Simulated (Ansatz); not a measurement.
Al under changes of volume

One of the cells (16.603 Å³/atom); the others are scaled copies at fixed shape and fractional positions:

```xyz
1
Lattice="0.0000 2.0248 2.0248 2.0248 0.0000 2.0248 2.0248 2.0248 0.0000" Properties=species:S:1:pos:R:3 pbc="T T T"
Al    0.0000    0.0000    0.0000
```

```yaml
Program: Ansatz 0.2.0
Functional: PBE
Potentials_or_basis: PseudoDojo stringent (PBE files)
Cutoff: 544 eV
Density_cutoff: 2177 eV
k_mesh: 11 × 11 × 11
Occupations: fermi-dirac, width 0.05 eV
Spin: no spin polarisation
```

```tsv
volume (Å³/atom)	energy over the lowest point (meV/atom)	pressure (GPa)
15.607	11.89	4.8
15.939	4.10	2.8
16.271	0.27	1.0
16.603	0.00	-0.7
16.935	2.92	-2.1
17.267	?	?
17.599	17.00	-4.6
```

Task: What does the run at 17.267 Å³/atom give?

Result: Energy over the lowest point 8.69 meV/atom; pressure -3.4 GPa.

Worked out: A Birch-Murnaghan fit of order 3 (a polynomial in V^(-2/3)) to the other rows has its minimum at 16.46 Å³/atom with B0 = V·E''(V) = 80 GPa and B' = 4.5. It gives 8.68 meV/atom at 17.267 Å³/atom, against the run's 8.69, and -dE/dV = -3.4 GPa, against -3.4.

Energies are extrapolated to zero smearing.
